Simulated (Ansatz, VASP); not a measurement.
## Au in VASP and in Ansatz

INCAR

```
ALGO = Normal ; EDIFF = 1E-7
ENCUT = 520 ; GGA = CA
ISIF = 2 ; ISMEAR = -1
LASPH = T ; LCHARG = T
LELF = T ; LREAL = F
LVHAR = T ; LWAVE = F
NBANDS = 12 ; NELM = 80
PREC = Accurate ; SIGMA = 0.1
```

File KPOINTS:

```
k-points
0
Gamma
  17 17 17
```

The input POSCAR:

```
Au
1.0
   -1.5231406768      1.5231406768      1.5231406768
    1.5231406768     -1.5231406768      1.5231406768
    1.5231406768      1.5231406768     -1.5231406768
Au
1
Direct
    0.0000000000      0.0000000000      0.0000000000
```

Input for Ansatz:

```yaml
crystal:
  lattice:
    - [-1.5231406768, 1.5231406768, 1.5231406768]
    - [1.5231406768, -1.5231406768, 1.5231406768]
    - [1.5231406768, 1.5231406768, -1.5231406768]
  atoms:
    - { symbol: Au, position: [0.0, 0.0, 0.0] }
kpoints:
  mp_grid: { grid: [17, 17, 17] }
scf:
  occupations: { method: fermi_dirac, width: 0.1 }
hamiltonian:
  xc: lda
  pseudopotentials: { kind: paw }
output:
  forces: true
  stress: true
  eigenvalues: true
  populations: true
  write_density: true
  write_potential: true
  elf: true
  volumetric_format: npy
```

Change from the starting cell: volume scaled by 0.85, PAW files.

Alike in both runs: task single point; functional LDA; k mesh 17 × 17 × 17; occupations fermi-dirac, width 0.1 eV; no spin polarisation.

```csv
,VASP,Ansatz
version,VASP 6.6.1,Ansatz 0.2.0
potentials or method,"VASP PAW LDA potentials, release 64 (Au)","PAW with Ansatz's default frozen-core files, scalar-relativistic"
plane-wave cutoff (eV),520,420
valence electrons in the cell,11,19
```

VASP gave:

```
pressure (GPa) : 50.1
```

**Question.** Which values does Ansatz return?

**Answer.** Pressure (GPa): 49.1.

The two sets of potentials don't hold the same shells in valence.

Caveats: so large a pressure means that the cell lies far from this level's equilibrium, or that cutoff or potentials fall short (VASP). The runs have no spin-orbit coupling, so splittings on Au are missing.
